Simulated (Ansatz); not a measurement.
# KI: the cost of one run

Program: Ansatz 0.2.0. Level of theory: DFT PBE, scalar-relativistic, plane waves, PAW. These are calculated values, not measurements.

1 further run of the same task is left out (set aside as unsound or not needed).

**1. The system as given**

The structure is cubic, space group F-43m (No. 216). Conventional cell: a = 6.628 Å, b = 6.628 Å, c = 6.628 Å, α = 90.00°, β = 90.00°, γ = 90.00°. Ag (site symmetry -43m) has 4 I at 2.87 Å as nearest neighbours. I (site symmetry -43m) has 4 Ag at 2.87 Å as nearest neighbours.

Structure file:

```
CELL_PARAMETERS angstrom
-2.34244 2.34244 3.31693
2.34244 -2.34244 3.31693
2.34244 2.34244 -3.31693
ATOMIC_POSITIONS crystal
Ag 0.25000 0.75000 0.50000
I 0.00000 0.00000 0.00000
```

It goes back to an entry of the Materials Project, which need not be the stable form.

It is the result of an earlier relaxation at this level (volume 36.40 Å³/atom; gap on the mesh: 1.34 eV).

**2. Swap Ag → K**

KI starts from the relaxed positions of AgI, with all lengths scaled by 1.137, a guess from tabulated radii.

**3. A first look at the start (KI)**

The input, input.yaml:

```yaml
crystal:
  lattice:
    - [-2.6625694861, 2.6625694861, 3.7702335166]
    - [2.6625694861, -2.6625694861, 3.7702335166]
    - [2.6625694861, 2.6625694861, -3.7702335166]
  atoms:
    - { symbol: K, position: [0.25, 0.75, 0.5] }
    - { symbol: I, position: [0.0, 0.0, 0.0] }
basis:
  ecutwfc: 420
kpoints:
  mp_grid: { grid: [6, 6, 6] }
hamiltonian:
  xc: pbe
scf:
  occupations: { method: gaussian, width: 0.1 }
output:
  forces: true
  stress: true
  eigenvalues: true
```

Command:

```sh
> ansatz run input.yaml --threads 1 --pin off --max-ram 1331MiB --backend cpu --events-out ev --progress --plain --runs-dir out
```

**Question.** How long does this run take on 1 thread of an x86-64 CPU, shared host, and how much memory does it need?

About 4 s, with a peak of 0.41 GiB.
